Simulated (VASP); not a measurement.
# Ni (Fm-3m) in VASP: relaxation of cell and atoms with PBE

Aim: the relaxation of cell and atoms of Ni with PBE.

Program: VASP 6.6.1. These are calculated values, not measurements. Logs are shortened: lines on timing, memory, paths and dates and some standing lists are left out, and cuts for length are marked.

### Step 1. The crystal as given

The structure is cubic, space group Fm-3m (No. 225). Conventional cell: a = 3.524 Å, b = 3.524 Å, c = 3.524 Å, α = 90.00°, β = 90.00°, γ = 90.00°. Ni (site symmetry m-3m) is surrounded by 12 Ni at 2.49 Å.

### Step 2. Relaxation of cell and atoms, PBE, collinear spin, ferromagnetic start

The input, INCAR:

```
SYSTEM = Ni
PREC     = Accurate       ! precision mode
ENCUT    = 600            ! plane-wave cutoff, eV
EDIFF    = 1E-7           ! SCF threshold, eV
ISMEAR   = 0              ! smearing method
SIGMA    = 0.1            ! smearing width, eV
LREAL    = .FALSE.        ! projectors in reciprocal space
LASPH    = .TRUE.         ! aspherical terms in the spheres
NELM     = 100            ! most SCF steps
ALGO     = Fast           ! electronic algorithm
ISIF     = 3              ! what is computed and relaxed
LWAVE    = .FALSE.        ! write WAVECAR
LCHARG   = .FALSE.        ! write CHGCAR
ISPIN    = 2              ! spin polarisation
MAGMOM   = 0.8            ! initial moments
LORBIT   = 11             ! projections on sites
LMAXMIX  = 4              ! l up to which the mixer works
GGA      = PE             ! functional
IBRION   = 2              ! ionic algorithm
NSW      = 80             ! ionic steps
EDIFFG   = -0.004         ! ionic threshold
```

The input, KPOINTS:

```
Automatic mesh
0
G
  20 20 20
  0 0 0
```

The input, POSCAR:

```
Ni
1.0
    0.0000000000      1.7619350000      1.7619350000
    1.7619350000      0.0000000000      1.7619350000
    1.7619350000      1.7619350000      0.0000000000
Ni
1
Direct
    0.0000000000      0.0000000000      0.0000000000
```

Potentials or basis: VASP PAW PBE potentials, release 64 (Ni).

Run with:

```console
$ cat potpaw_PBE.64/Ni/POTCAR > POTCAR
$ mpirun -np 1 vasp_std > vasp.out
```

OUTCAR:

```text
SYSTEM = Ni
   PREC = Accurate
   ENCUT = 600
   EDIFF = 1E-7
   ISMEAR = 0
   LREAL = .FALSE.
   LASPH = .TRUE.
   NELM = 100
   ISIF = 3
   ISPIN = 2
   LORBIT = 11
   GGA = PE
   IBRION = 2
   NSW = 80
   EDIFFG = -0.004

 ion  position               nearest neighbor table
   1  0.000  0.000  0.000-

  LATTYP: Found a face centered cubic cell.
 ALAT       =     3.5238700000

  Lattice vectors:

 A1 = (   0.0000000000,   1.7619350000,   1.7619350000)
 A2 = (   1.7619350000,   0.0000000000,   1.7619350000)
 A3 = (   1.7619350000,   1.7619350000,   0.0000000000)

Analysis of symmetry for initial positions (statically):
=====================================================================
 Subroutine PRICEL returns:
 Original cell was already a primitive cell.

 Routine SETGRP: Setting up the symmetry group for a
 face centered cubic supercell.

 Subroutine GETGRP returns: Found 48 space group operations
 (whereof 48 operations were pure point group operations)
 out of a pool of 48 trial point group operations.

The static configuration has the point symmetry O_h .

Analysis of symmetry for dynamics (positions and initial velocities):
=====================================================================
 Subroutine PRICEL returns:
 Original cell was already a primitive cell.

 Routine SETGRP: Setting up the symmetry group for a
 face centered cubic supercell.

 Subroutine GETGRP returns: Found 48 space group operations
 (whereof 48 operations were pure point group operations)
 out of a pool of 48 trial point group operations.

The dynamic configuration has the point symmetry O_h .

Analysis of structural, dynamic, and magnetic symmetry:
=====================================================================
 Subroutine PRICEL returns:
 Original cell was already a primitive cell.

 Routine SETGRP: Setting up the symmetry group for a
 face centered cubic supercell.

 Subroutine GETGRP returns: Found 48 space group operations
 (whereof 48 operations were pure point group operations)
 out of a pool of 48 trial point group operations.

The overall configuration has the point symmetry O_h .

 Subroutine INISYM returns: Found 48 space group operations
 (whereof 48 operations are pure point group operations),
 and found     1 'primitive' translations

----------------------------------------------------------------------------------------

                                     Primitive cell

  volume of cell :      10.9396

[... 105 lines left out ...]
     AMIX     =   0.40;   BMIX     =  1.00
     AMIX_MAG =   1.60;   BMIX_MAG =  1.00
  volume/ion in A,a.u.               =      10.94        73.82
  Fermi-wavevector in a.u.,A,eV,Ry     =   1.588821  3.002436 34.345893  2.524352
  Thomas-Fermi vector in A             =   2.687765
   LORBIT       =     11    0 simple, 1 ext, 2 COOP (PROOUT), +10 PAW based schemes
   GGA     = PE    functional components
   LHFCALC =     F    Hartree Fock is set to
   AEXX    =    0.0000 exact exchange contribution
   IVDW    =     0    specifies the selected vdW correction
   LEPSILON=     F    determine dielectric tensor
   LRPA    =     F    only Hartree local field effects (RPA)
 conjugate gradient relaxation of ions
 spin polarized calculation
 RMM-DIIS sequential band-by-band and
 Gauss-broadening in eV      SIGMA  =   0.10
  energy-cutoff  :      600.00
  volume of cell :       10.94
 maximum number of plane-waves:       380
   NGX =  9   NGY =  9   NGZ =  9

--------------------------------------- Ionic step        1  -------------------------------------------

 number of electron      10.0000010 magnetization       0.6290339

 Free energy of the ion-electron system (eV)
  ---------------------------------------------------
  ext. energy  EPLUGINS =         0.00000000
  ---------------------------------------------------
  free energy    TOTEN  =        -5.47468715 eV

  energy without entropy =       -5.46586695  energy(sigma->0) =       -5.47027705

------------------------ aborting loop because EDIFF is reached ----------------------------------------

  FORCE on cell =-STRESS in cart. coord.  units (eV):
  Direction    XX          YY          ZZ          XY          YZ          ZX
  --------------------------------------------------------------------------------------
  -------------------------------------------------------------------------------------
  Total       -0.0696857     -0.0696857     -0.0696857      0.0000000     -0.0000000      0.0000000
  in kB      -10.2059711    -10.2059711    -10.2059711      0.0000000     -0.0000000      0.0000000
  external PRESSURE =     -10.2059711 kB  Pullay stress =       0.0000000 kB
[... 57 lines left out ...]
--------------------------------------- Ionic step        3  -------------------------------------------

 number of electron      10.0000009 magnetization       0.6282827

 Free energy of the ion-electron system (eV)
  ---------------------------------------------------
  ext. energy  EPLUGINS =         0.00000000
  ---------------------------------------------------
  free energy    TOTEN  =        -5.47487480 eV

  energy without entropy =       -5.46610908  energy(sigma->0) =       -5.47049194

 E-fermi :   9.3760     XC(G=0): -13.2548

 val. band max:        9.3754367794   @ k =  -0.4500   0.5000   0.0500
 cond. band min:       9.3760861911   @ k =   0.4000   0.0000   0.0000
 fundamental gap:      0.0006494118
 Fermi energy:         9.3760288762

 spin component 1

 k-point     1 :       0.0000    0.0000    0.0000
  band No.  band energies     occupation
      1       0.3656      1.00000
      2       6.9366      1.00000
      3       6.9366      1.00000
      4       6.9366      1.00000
      5       8.1153      1.00000
      6       8.1153      1.00000
      7      33.0982      0.00000
      8      36.9575      0.00000
      9      36.9575      0.00000
[... 265 lines left out ...]
 k-point    24 :      -0.3500    0.0500    0.0000
  band No.  band energies     occupation
      1       4.1926      1.00000
      2       7.0245      1.00000
      3       7.0793      1.00000
      4       7.2002      1.00000
      5       8.4449      1.00000
      6       8.7947      1.00000
      7      18.5142      0.00000
      8      31.0586      0.00000
      9      33.4250      0.00000

 [... further k-points ...]

 spin component 2

 k-point     1 :       0.0000    0.0000    0.0000
  band No.  band energies     occupation
      1       0.3298      1.00000
      2       7.6941      1.00000
      3       7.6941      1.00000
      4       7.6941      1.00000
      5       8.7016      1.00000
      6       8.7016      1.00000
      7      32.9339      0.00000
      8      36.9375      0.00000
      9      36.9375      0.00000
[... 304 lines left out ...]
  FREE ENERGIE OF THE ION-ELECTRON SYSTEM (eV)
  ---------------------------------------------------
  free  energy   TOTEN  =        -5.4748747987 eV

  energy  without entropy=       -5.4661090815  energy(sigma->0) =       -5.47049194

 reached required accuracy - stopping structural energy minimisation

 total charge

# of ion       s       p       d       tot
------------------------------------------
    1        0.498   0.498   8.314   9.309

 magnetization (x)

# of ion       s       p       d       tot
------------------------------------------
    1       -0.007  -0.025   0.672   0.640
```

It took 79 s on 1 thread of Intel Xeon Platinum 8488C (Sapphire Rapids), shared host; peak memory 0.17 GiB.

What came out:

* Free energy: -5.4749 eV
* Relaxed volume: 10.88 Å³/atom
* Relaxed cell: a = 2.487 Å, b = 2.487 Å, c = 2.487 Å, α = 60.00°, β = 60.00°, γ = 60.00°
* Space group after relaxing (to 0.05 Å): Fm-3m (No. 225)
* Energy gained by relaxing: 0.2 meV/atom
* Ionic steps: 3
* Pressure after relaxing: 0.0 GPa
* Band gap on the k mesh: none (metal or under the smearing width)
* Net moment: 0.63 μB per cell
* Site moments: Ni +0.64 μB
* Valence electrons inside the program's atomic spheres: Ni 9.31

Step by step:
```
step  energy change (eV)  largest force (eV/Å)  pressure (GPa)  volume (Å³)
   1              0.0000                0.0000           -1.02        10.94
   2              0.0000                0.0000            0.98        10.83
   3             -0.0002                0.0000           -0.05        10.88
```

Final structure:
```
Ni
1.0
     0.00000    1.75880    1.75880
     1.75880    0.00000    1.75880
     1.75880    1.75880    0.00000
Ni
1
Direct
  0.00000 0.00000 0.00000
```
